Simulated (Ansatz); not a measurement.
Crystal: TaN.

```xyz
2
Lattice="0.0000 2.1790 2.1790 2.1790 0.0000 2.1790 2.1790 2.1790 0.0000" Properties=species:S:1:pos:R:3 pbc="T T T"
Ta    2.1790    2.1790    2.1790
N     0.0000    0.0000    0.0000
```

| Property | Result |
| --- | --- |
| Program | Ansatz 0.2.0 |
| Task | relaxation of cell and atoms |
| Functional | r2SCAN |
| Potentials or basis | Ansatz PAW |
| Cutoff | 500 eV (not typed: the program's choice for these potentials) |
| k mesh | 10 × 10 × 10 |
| Occupations | fermi-dirac, width 0.05 eV |
| Spin | no spin polarisation |
| Hubbard terms | Ta d U = 6 eV |

At the start: volume 10.35 Å³/atom.

Task: How do energy, volume and symmetry change on relaxing?

Result: It ends after 5 steps and the volume is 10.81 Å³/atom (+4.5 %); space group Fm-3m (No. 225, to 0.05 Å).

The path:
```csv
step,energy change (eV),largest force (eV/Å),volume (Å³)
1,0.0000,0.0000,20.69
2,-0.0388,0.0000,21.95
3,-0.0438,0.0000,21.64
4,-0.0438,0.0000,21.62
5,-0.0444,0.0000,21.62
```

Final structure:
```cif
data_structure
_symmetry_space_group_name_H-M 'P 1'
_symmetry_Int_Tables_number 1
_cell_length_a 3.1270
_cell_length_b 3.1270
_cell_length_c 3.1270
_cell_angle_alpha 60.000
_cell_angle_beta 60.000
_cell_angle_gamma 60.000
_cell_volume 21.62
loop_
_atom_site_label
_atom_site_type_symbol
_atom_site_fract_x
_atom_site_fract_y
_atom_site_fract_z
_atom_site_occupancy
Ta1 Ta 0.50000 0.50000 0.50000 1
N1 N 0.00000 0.00000 0.00000 1
```

Caveat: the plane-wave basis is chosen anew once the cell has moved, so the energies of steps on either side of that aren't comparable; U without spin polarisation on a metal has little footing; the PAW data sets come from PBE, with cores solved anew for the run's functional, which leaves a small shift of forces and pressure.
